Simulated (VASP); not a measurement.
# 3 units of LiF (001) on Pd(100) in VASP

Aim: model 3 units of LiF (001) on Pd(100) by a slab and find how far its highest filled level lies below the vacuum.

Main program and level: VASP 6.6.1; PBE with D3(BJ); plane waves and PAW (Pd, Li, F).

### 1. Set-up

The cell holds 10 atoms: 4 Pd, 3 Li and 3 F. Cell: a = 2.850 Å, b = 2.850 Å, c = 29.760 Å, α = 90.0°, β = 90.0°, γ = 90.0°. Vacuum lies along c.

### 2. Surface relaxation

All atoms relax at the fixed cell.

The input, INCAR:

```
SYSTEM = Li3Pd4F3
PREC = Normal
ENCUT = 400
EDIFF = 1E-05
NELM = 120
ISMEAR = -1
SIGMA = 0.1
LREAL = .FALSE.
ALGO = Fast
GGA = PE
IVDW = 12
NBANDS = 42
LASPH = .TRUE.
LORBIT = 11
LWAVE = .FALSE.
LCHARG = .FALSE.
KPAR = 4
IBRION = 2
NSW = 40
ISIF = 2
EDIFFG = -0.03
POTIM = 0.4
MAXMIX = 40
IDIPOL = 3
LDIPOL = .TRUE.
DIPOL = 0.5 0.5 0.537
```

The input, POSCAR:

```
Li3Pd4F3
1.0
    2.8496403300      0.0000000000      0.0000000000
    0.0000000000      2.8496403300      0.0000000000
    0.0000000000      0.0000000000     29.7602648962
Pd Li F
4 3 3
Direct
    0.5000000000      0.5000000000      0.3024166630
    0.0000000000      0.0000000000      0.3659495305
    0.5000000000      0.5000000000      0.4294823979
    0.0000000000      0.0000000000      0.4930152654
    0.5000000000      0.5000000000      0.5621678757
    0.0000000000      0.0000000000      0.6298756063
    0.5000000000      0.5000000000      0.6975833370
    0.0000000000      0.0000000000      0.5621678757
    0.5000000000      0.5000000000      0.6298756063
    0.0000000000      0.0000000000      0.6975833370
```

The input, KPOINTS:

```
Automatic mesh
0
Gamma
12 12 1
0 0 0
```

Potentials, in the order of the species: Pd, Li and F (PBE family, release 64).

Started as:

```console
> mpirun -np 4 vasp_std
```

Output:

```text
[banner, memory and clock lines left out]
running    4 mpi-ranks, on    1 nodes
 distrk:  each k-point on    1 cores,    4 groups
 distr:  one band on    1 cores,    1 groups

 POSCAR found type information on POSCAR PdLiF
 POSCAR found :  3 types and      10 ions
 LDA part: xc-table for (Slater+PW92), standard interpolation
 POSCAR, INCAR and KPOINTS ok, starting setup
 FFT: planning ... GRIDC
 FFT: planning ... GRID_SOFT
 FFT: planning ... GRID
 WAVECAR not read
 entering main loop
       N       E                     dE             d eps       ncg     rms          rms(c)
DAV:   1     0.444692950194E+03    0.44469E+03   -0.26414E+04  2368   0.108E+03
DAV:   2    -0.133156025431E+02   -0.45801E+03   -0.43271E+03  2832   0.294E+02
DAV:   3    -0.502824389115E+02   -0.36967E+02   -0.36376E+02  2798   0.849E+01
DAV:   4    -0.509222278132E+02   -0.63979E+00   -0.63816E+00  2744   0.123E+01
DAV:   5    -0.509372387450E+02   -0.15011E-01   -0.15001E-01  2928   0.169E+00    0.157E+01
RMM:   6    -0.613622125167E+02   -0.10425E+02   -0.13642E+01  2357   0.171E+01    0.269E+01
RMM:   7    -0.490772631273E+02    0.12285E+02   -0.65324E+00  2356   0.985E+00    0.106E+01
RMM:   8    -0.499983003210E+02   -0.92104E+00   -0.16710E+00  2355   0.511E+00    0.122E+01
RMM:   9    -0.483072226366E+02    0.16911E+01   -0.19753E+00  2358   0.554E+00    0.661E+00
RMM:  10    -0.481398610023E+02    0.16736E+00   -0.12337E+00  2358   0.443E+00    0.600E+00
RMM:  11    -0.479623794321E+02    0.17748E+00   -0.46914E-01  2352   0.289E+00    0.575E+00
RMM:  12    -0.477240212014E+02    0.23836E+00   -0.16768E-01  2353   0.164E+00    0.295E+00
RMM:  13    -0.476641294633E+02    0.59892E-01   -0.38879E-02  2353   0.960E-01    0.181E+00
RMM:  14    -0.476253273486E+02    0.38802E-01   -0.26134E-02  2352   0.671E-01    0.974E-01
RMM:  15    -0.476181582056E+02    0.71691E-02   -0.41490E-03  2354   0.267E-01    0.741E-01
RMM:  16    -0.476062257144E+02    0.11932E-01   -0.73563E-03  2364   0.339E-01    0.327E-01
RMM:  17    -0.476026618440E+02    0.35639E-02   -0.15537E-03  2357   0.136E-01    0.119E-01
RMM:  18    -0.476015429523E+02    0.11189E-02   -0.15562E-03  2366   0.117E-01    0.263E-01
RMM:  19    -0.476010890020E+02    0.45395E-03   -0.79014E-04  2346   0.836E-02    0.112E-01
RMM:  20    -0.476015279553E+02   -0.43895E-03   -0.19806E-04  2263   0.490E-02    0.624E-02
RMM:  21    -0.476017793425E+02   -0.25139E-03   -0.94220E-05  1947   0.300E-02    0.171E-02
RMM:  22    -0.476019687739E+02   -0.18943E-03   -0.60053E-05  1694   0.190E-02    0.174E-02
RMM:  23    -0.476021365715E+02   -0.16780E-03   -0.27659E-05  1554   0.158E-02    0.951E-03
RMM:  24    -0.476022072449E+02   -0.70673E-04   -0.71429E-06  1346   0.788E-03    0.485E-03
RMM:  25    -0.476022815398E+02   -0.74295E-04   -0.80517E-06  1440   0.864E-03    0.138E-02
RMM:  26    -0.476023089271E+02   -0.27387E-04   -0.27374E-06   853   0.447E-03    0.840E-03
RMM:  27    -0.476023315184E+02   -0.22591E-04   -0.28329E-06  1040   0.472E-03    0.253E-03
RMM:  28    -0.476023414741E+02   -0.99557E-05   -0.16234E-06   738   0.339E-03
   1 F= -.50584788E+02 E0= -.50447166E+02  d E =-.505848E+02
 curvature:   0.00 expect dE= 0.000E+00 dE for cont linesearch  0.000E+00
 trial: gam= 0.00000 g(F)=  0.572E+00 g(S)=  0.000E+00 ort = 0.000E+00 (trialstep = 0.100E+01)
 search vector abs. value=  0.572E+00
 bond charge predicted
       N       E                     dE             d eps       ncg     rms          rms(c)
DAV:   1    -0.476910373567E+02   -0.88706E-01   -0.15127E+02  2684   0.574E+01    0.229E+00
RMM:   2    -0.490656640665E+02   -0.13746E+01   -0.33878E+00  2381   0.844E+00    0.563E+00
RMM:   3    -0.480014247945E+02    0.10642E+01   -0.34793E-01  2459   0.265E+00    0.266E+00
RMM:   4    -0.480861027534E+02   -0.84678E-01   -0.15768E-01  2360   0.172E+00    0.323E+00
RMM:   5    -0.479913237250E+02    0.94779E-01   -0.66223E-02  2352   0.118E+00    0.194E+00
RMM:   6    -0.479549175962E+02    0.36406E-01   -0.12463E-02  2374   0.491E-01    0.143E+00
RMM:   7    -0.479371379475E+02    0.17780E-01   -0.59444E-03  2364   0.310E-01    0.111E+00
RMM:   8    -0.479115558570E+02    0.25582E-01   -0.11286E-02  2422   0.417E-01    0.252E-01
RMM:   9    -0.479102786954E+02    0.12772E-02   -0.28459E-03  2356   0.217E-01    0.222E-01
RMM:  10    -0.479088703708E+02    0.14083E-02   -0.12631E-03  2336   0.169E-01    0.120E-01
RMM:  11    -0.479082268589E+02    0.64351E-03   -0.98682E-04  2364   0.125E-01    0.700E-02
RMM:  12    -0.479077155831E+02    0.51128E-03   -0.25210E-04  2296   0.642E-02    0.507E-02
RMM:  13    -0.479078223867E+02   -0.10680E-03   -0.60218E-05  1940   0.324E-02    0.662E-02
RMM:  14    -0.479076990457E+02    0.12334E-03   -0.34284E-05  1728   0.246E-02    0.217E-02
RMM:  15    -0.479076414754E+02    0.57570E-04   -0.12077E-05  1426   0.125E-02    0.201E-02
RMM:  16    -0.479075664180E+02    0.75057E-04   -0.48841E-06  1298   0.800E-03    0.189E-02
RMM:  17    -0.479075121003E+02    0.54318E-04   -0.25274E-06  1313   0.604E-03    0.198E-02
RMM:  18    -0.479074569975E+02    0.55103E-04   -0.10654E-06   876   0.387E-03    0.192E-02
RMM:  19    -0.479073729186E+02    0.84079E-04   -0.19526E-06  1104   0.482E-03    0.177E-02
RMM:  20    -0.479073672769E+02    0.56417E-05   -0.14062E-07   513   0.264E-03
   2 F= -.50894896E+02 E0= -.50760123E+02  d E =-.310107E+00
[... from here on, the cycles between the ionic steps are left out ...]
   3 F= -.50899867E+02 E0= -.50767122E+02  d E =-.315079E+00
   4 F= -.50904591E+02 E0= -.50771085E+02  d E =-.319802E+00
   5 F= -.50952866E+02 E0= -.50821670E+02  d E =-.482750E-01
   6 F= -.50967821E+02 E0= -.50840599E+02  d E =-.632302E-01
   7 F= -.50952098E+02 E0= -.50833089E+02  d E =-.475078E-01
   8 F= -.50970690E+02 E0= -.50844985E+02  d E =-.660995E-01
   9 F= -.50986003E+02 E0= -.50860984E+02  d E =-.153132E-01
  10 F= -.50990378E+02 E0= -.50865918E+02  d E =-.196880E-01
  11 F= -.50990500E+02 E0= -.50866124E+02  d E =-.198096E-01
  12 F= -.50997561E+02 E0= -.50873789E+02  d E =-.706102E-02
  13 F= -.51001747E+02 E0= -.50878517E+02  d E =-.112474E-01
  14 F= -.51002765E+02 E0= -.50880600E+02  d E =-.122657E-01
  15 F= -.51003528E+02 E0= -.50880948E+02  d E =-.130285E-01
  16 F= -.51010509E+02 E0= -.50887364E+02  d E =-.698120E-02
  17 F= -.51019581E+02 E0= -.50895413E+02  d E =-.160526E-01
  18 F= -.51026275E+02 E0= -.50900143E+02  d E =-.227466E-01
  19 F= -.51032723E+02 E0= -.50905940E+02  d E =-.644784E-02
  20 F= -.51034690E+02 E0= -.50907504E+02  d E =-.841569E-02
  21 F= -.51035092E+02 E0= -.50907707E+02  d E =-.881759E-02
  22 F= -.51035168E+02 E0= -.50907647E+02  d E =-.889314E-02
  23 F= -.51035161E+02 E0= -.50907681E+02  d E =-.888646E-02
  24 F= -.51036271E+02 E0= -.50908512E+02  d E =-.110988E-02
  25 F= -.51037022E+02 E0= -.50908891E+02  d E =-.186102E-02
  26 F= -.51036662E+02 E0= -.50907821E+02  d E =-.150127E-02
  27 F= -.51037196E+02 E0= -.50908790E+02  d E =-.203444E-02
  28 F= -.51037747E+02 E0= -.50909517E+02  d E =-.551309E-03
  29 F= -.51037768E+02 E0= -.50909575E+02  d E =-.571971E-03
  30 F= -.51037823E+02 E0= -.50909670E+02  d E =-.627128E-03
 curvature:  -7.42 expect dE=-0.701E-03 dE for cont linesearch -0.579E-06
 trial: gam= 0.23635 g(F)=  0.944E-04 g(S)=  0.000E+00 ort =-0.721E-05 (trialstep = 0.273E+01)
 search vector abs. value=  0.128E-03
 bond charge predicted
       N       E                     dE             d eps       ncg     rms          rms(c)
DAV:   1    -0.481211502621E+02    0.23568E-03   -0.13896E-01  2536   0.176E+00    0.507E-02
RMM:   2    -0.481213823276E+02   -0.23207E-03   -0.23254E-03  2373   0.258E-01    0.582E-02
RMM:   3    -0.481213877169E+02   -0.53893E-05   -0.55667E-04  2327   0.114E-01    0.749E-02
RMM:   4    -0.481215026645E+02   -0.11495E-03   -0.47365E-04  2349   0.913E-02    0.106E-01
RMM:   5    -0.481214710043E+02    0.31660E-04   -0.44298E-05  1962   0.339E-02    0.972E-02
RMM:   6    -0.481213437641E+02    0.12724E-03   -0.15766E-04  2170   0.527E-02    0.457E-02
RMM:   7    -0.481213353089E+02    0.84552E-05   -0.28867E-05  1687   0.248E-02
  31 F= -.51037982E+02 E0= -.50909931E+02  d E =-.159562E-03
 trial-energy change:   -0.000160  1 .order   -0.000147   -0.000253   -0.000042
 step:   3.2720(harm=  3.2720)  dis= 0.00388  next Energy=   -51.037974 (dE=-0.152E-03)
 reached required accuracy - stopping structural energy minimisation
```

Wall time 7.9 min (4 MPI ranks of AMD EPYC 9R45, shared host); peak memory 1.2 GiB; 32 min of CPU time.

The logs omit lines about the potential files and the build; timing stands in the text.

OUTCAR, selected parts (step 2):

```text
ion  position               nearest neighbor table
   1  0.500  0.500  0.302-   2 2.76   2 2.76   2 2.76   2 2.76
   2  0.000  0.000  0.366-   3 2.76   3 2.76   3 2.76   3 2.76   1 2.76   1 2.76   1 2.76   1 2.76

  LATTYP: Found a simple tetragonal cell.
 ALAT       =     2.8496403300
 C/A-ratio  =    10.4435161809

 Subroutine GETGRP returns: Found  8 space group operations
 (whereof  8 operations were pure point group operations)

The static configuration has the point symmetry C_4v.

 Found     28 irreducible k-points:

   k-points           NKPTS =     28   k-points in BZ     NKDIM =     28   number of bands    NBANDS=     42

   dimension x,y,z NGX =    14 NGY =   14 NGZ =  150
   dimension x,y,z NGXF=    28 NGYF=   28 NGZF=  300

   ENCUT  =  400.0 eV  29.40 Ry    5.42 a.u.   4.65  4.65 48.53*2*pi/ulx,y,z

   NELECT =      64.0000    total number of electrons

 k-points in reciprocal lattice and weights: Automatic mesh
   0.00000000  0.00000000  0.00000000       0.007
   0.08333333  0.00000000  0.00000000       0.028
   0.16666667  0.00000000  0.00000000       0.028
   0.25000000  0.00000000  0.00000000       0.028
   0.33333333  0.00000000  0.00000000       0.028
   0.41666667  0.00000000  0.00000000       0.028
   0.50000000  0.00000000  0.00000000       0.014
   0.08333333  0.08333333  0.00000000       0.028
   0.16666667  0.08333333  0.00000000       0.056
[...]
0.50000000  0.41666667  0.00000000       0.028
   0.50000000  0.50000000  0.00000000       0.007

 Edisp (eV)   -2.91643

 dipolmoment           0.000000      0.000000     -0.048001 electrons x Angstroem

 average (electrostatic) potential at core
       1 -79.2705       2 -79.8316       3 -79.8180       4 -79.3201       5 -28.9130
       6 -28.6557       7 -28.7594       8 -79.3803       9 -79.3470      10 -78.9099

 E-fermi :   0.4627

 k-point     1 :       0.0000    0.0000    0.0000
  band No.  band energies     occupation
    ...
     31       0.1288      1.93147
     32       0.1524      1.91403
     33       0.4067      1.27315
     34       0.5257      0.69488
     35       0.5257      0.69488
     36       2.1852      0.00000
     37       3.6649      0.00000
     38       3.9396      0.00000
     39       4.5583      0.00000
     40       5.5150      0.00000
    ...

 k-point     2 :       0.0833    0.0000    0.0000
  band No.  band energies     occupation
    ...
     31       0.0515      1.96778
     32       0.0596      1.96512
     33       0.3632      1.46015
     34       0.5212      0.71544
     35       0.5697      0.51088
     36       2.4753      0.00000
     37       3.7896      0.00000
     38       4.3051      0.00000
     39       4.6885      0.00000
     40       5.6572      0.00000
    ...

 k-point     3 :       0.1667    0.0000    0.0000
  band No.  band energies     occupation
    ...
     29      -0.4372      1.99975
     30      -0.3314      1.99929
     31      -0.0997      1.99281
     32      -0.0732      1.99064
     33       0.3716      1.42629
     34       0.5932      0.42676
     35       0.9350      0.01762
     36       3.1463      0.00000
     37       4.1539      0.00000
     38       5.0418      0.00000
    ...

 Edisp (eV)   -2.91665

  Total      -8.37852    -8.37852    -3.49841     0.00000     0.00000     0.00000
  in kB     -55.54705   -55.54705   -23.19342     0.00000     0.00000     0.00000
  external pressure =      -44.76 kB  Pullay stress =        0.00 kB

  energy-cutoff  :      400.00
  volume of cell :      241.67
      direct lattice vectors                 reciprocal lattice vectors
     2.849640330  0.000000000  0.000000000     0.350921479  0.000000000  0.000000000
     0.000000000  2.849640330  0.000000000     0.000000000  0.350921479  0.000000000
     0.000000000  0.000000000 29.760264896     0.000000000  0.000000000  0.033601851

 POSITION                                       TOTAL-FORCE (eV/Angst)
 -----------------------------------------------------------------------------------
      1.42482      1.42482      8.82962         0.000000     -0.000000     -0.005335
      0.00000      0.00000     10.67089         0.000000     -0.000000      0.011693
      1.42482      1.42482     12.50531         0.000000     -0.000000     -0.022495
      0.00000      0.00000     14.35724        -0.000000     -0.000000     -0.007618
      1.42482      1.42482     16.89851        -0.000000     -0.000000      0.005806
      0.00000      0.00000     18.91990        -0.000000     -0.000000     -0.004116
      1.42482      1.42482     20.86593        -0.000000      0.000000      0.009153
      0.00000      0.00000     16.92568        -0.000000     -0.000000     -0.004649
      1.42482      1.42482     18.90536        -0.000000     -0.000000     -0.001192
      0.00000      0.00000     20.93768         0.000000     -0.000000      0.018752
 -----------------------------------------------------------------------------------
    total drift:                                0.000000      0.000000     -0.035430

  FREE ENERGIE OF THE ION-ELECTRON SYSTEM (eV)
  ---------------------------------------------------
  free  energy   TOTEN  =       -51.0379823433 eV

  energy  without entropy=      -50.7818797672  energy(sigma->0) =      -50.90993106

 reached required accuracy - stopping structural energy minimisation

 vacuum level on the upper side and lower side of the slab         4.097         5.205

 total charge
# of ion       s       p       d       tot
------------------------------------------
    1        0.430   0.281   8.518   9.229
    2        0.479   0.465   8.450   9.394
    3        0.480   0.462   8.449   9.391
    4        0.425   0.310   8.528   9.263
    5        0.080   0.167   0.000   0.247
    6        0.088   0.190   0.000   0.278
    7        0.080   0.169   0.000   0.249
    8        1.767   4.402   0.000   6.169
    9        1.765   4.431   0.000   6.196
   10        1.764   4.410   0.000   6.173
--------------------------------------------------
tot          7.357  15.287  33.944  56.588

[... 3 further parts left out ...]
```

CONTCAR:

```
Li3Pd4F3
   1.00000000000000
     2.8496403300000002    0.0000000000000000    0.0000000000000000
     0.0000000000000000    2.8496403300000002    0.0000000000000000
     0.0000000000000000    0.0000000000000000   29.7602648961999989
  Pd              Li              F
     4     3     3
Direct
     0.5000000000000000    0.5000000000000000    0.2966915995927402
     0.0000000000000000    0.0000000000000000    0.3585616648143752
     0.5000000000000000    0.5000000000000000    0.4202016388482950
     0.0000000000000000    0.0000000000000000    0.4824297853608855
     0.5000000000000000    0.5000000000000000    0.5678211190621769
     0.0000000000000000    0.0000000000000000    0.6357436633255134
     0.5000000000000000    0.5000000000000000    0.7011339117973502
     0.0000000000000000    0.0000000000000000    0.5687341896318460
     0.5000000000000000    0.5000000000000000    0.6352550695227741
     0.0000000000000000    0.0000000000000000    0.7035448528440349
```

The run keeps the 8 symmetry operations of its start, so it cannot find a distortion of lower symmetry.

Step by step (22 of 31):

| step | energy less that of the first step (eV) | largest force (eV/Å) |
| --- | --- | --- |
| 1 | 0.0000 | 2.8805 |
| 2 | -0.3101 | 0.6027 |
| 4 | -0.3198 | 0.6944 |
| 5 | -0.3681 | 0.4459 |
| 7 | -0.3673 | 0.9631 |
| 8 | -0.3859 | 0.3410 |
| 10 | -0.4056 | 0.2121 |
| 11 | -0.4057 | 0.2393 |
| 12 | -0.4128 | 0.1792 |
| 14 | -0.4180 | 0.2874 |
| 15 | -0.4187 | 0.2173 |
| 17 | -0.4348 | 0.1812 |
| 18 | -0.4415 | 0.2147 |
| 20 | -0.4499 | 0.0797 |
| 21 | -0.4503 | 0.0681 |
| 22 | -0.4504 | 0.0854 |
| 24 | -0.4515 | 0.0523 |
| 25 | -0.4522 | 0.0448 |
| 27 | -0.4524 | 0.0589 |
| 28 | -0.4530 | 0.0399 |
| 30 | -0.4530 | 0.0310 |
| 31 | -0.4532 | 0.0225 |

The atoms that moved most (Å):

| atom | dx | dy | dz | length |
| --- | --- | --- | --- | --- |
| Pd4 | 0.000 | 0.000 | -0.315 | 0.315 |
| Pd3 | 0.000 | 0.000 | -0.276 | 0.276 |
| Pd2 | 0.000 | 0.000 | -0.220 | 0.220 |
| F8 | 0.000 | 0.000 | 0.195 | 0.195 |
| F10 | 0.000 | 0.000 | 0.177 | 0.177 |
| Li6 | 0.000 | 0.000 | 0.175 | 0.175 |
| Pd1 | 0.000 | 0.000 | -0.170 | 0.170 |
| Li5 | 0.000 | 0.000 | 0.168 | 0.168 |

The relaxed structure:

```cif
data_structure
_symmetry_space_group_name_H-M 'P 1'
_symmetry_Int_Tables_number 1
_cell_length_a 2.8496
_cell_length_b 2.8496
_cell_length_c 29.7603
_cell_angle_alpha 90.000
_cell_angle_beta 90.000
_cell_angle_gamma 90.000
_cell_volume 241.67
loop_
_atom_site_label
_atom_site_type_symbol
_atom_site_fract_x
_atom_site_fract_y
_atom_site_fract_z
_atom_site_occupancy
Pd1 Pd 0.50000 0.50000 0.29669 1
Pd2 Pd 0.00000 0.00000 0.35856 1
Pd3 Pd 0.50000 0.50000 0.42020 1
Pd4 Pd 0.00000 0.00000 0.48243 1
Li5 Li 0.50000 0.50000 0.56782 1
Li6 Li 0.00000 0.00000 0.63574 1
Li7 Li 0.50000 0.50000 0.70113 1
F8 F 0.00000 0.00000 0.56873 1
F9 F 0.50000 0.50000 0.63526 1
F10 F 0.00000 0.00000 0.70354 1
```

This step gave:

* electronic cycles: 585
* electrons: 64
* free energy (TOTEN): -51.0380 eV
* energy at zero smearing: -50.9099 eV
* Fermi energy: 0.4627 eV
* labelled metallic, from the levels on this mesh: yes
* dipole moment: 0, 0, -0.04800 e·Å

The run ended after 31 ionic steps, 0.453 eV below its first step, once the forces on the free atoms met EDIFFG = -0.03.

Only the dipole across the slab is computed (IDIPOL = 3); zeros along the plane are no results.

VASP counts the dipole in electrons times Å, so a positive number points the physical dipole along −c.

(Part 1 of 4 ends here.)

[Lines on the potential files, build, host, timing and source positions are cut from VASP's logs without a mark.]

[Logs are printed without paths, hosts, clocks, repeated set-up lines and the standing remarks that a program may print on its own settings, such as how far it seeks lower states.]

[Hosts, paths, dates, database ids (printed as entryN), source tags and the programs' standing remarks are cut or masked in the printed files.]

[In band tables of VASP the shares of atoms and orbitals are scaled to a sum of 1 inside the atoms' spheres.]

[Runs that stopped without an error message from VASP are left out.]
